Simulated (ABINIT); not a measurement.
## V: equation of state with PBEsol

The system is V.

```
V
1.0
    -1.51435    1.51435    1.51435
     1.51435   -1.51435    1.51435
     1.51435    1.51435   -1.51435
V
1
Direct
  0.00000 0.00000 0.00000
```

```
Program             : ABINIT 10.8.3 (patched build)
Task                : equation of state
Functional          : PBEsol
Potentials or basis : JTH PAW PBE v2.0
Cutoff              : 408 eV
k mesh              : 12 × 12 × 12
Occupations         : fermi-dirac, width 0.05 eV
Spin                : collinear spin, ferromagnetic start
Starting moments    : [2.0] μB
```

The equilibrium volume is 13.01 Å³/atom (rough: see the caveat). The bulk modulus is 195 GPa (rough).

Energy against volume, from the lowest point:
| volume (Å³/atom) | energy (meV/atom) |
| --- | --- |
| 13.058 | 0.00 |
| 13.336 | 4.60 |
| 13.613 | 15.63 |
| 13.891 | 32.43 |
| 14.169 | 54.43 |
| 14.447 | 81.13 |
| 14.725 | 112.07 |

Run time: 110 s on 1 thread of Arm Neoverse V1 (shared host), peak memory 0.14 GiB.

Caveat: pressures at fixed basis lie under the slope of the energies; the minimum lies outside the volumes run; the PAW data sets were made with another functional, which shifts forces and pressure a little.
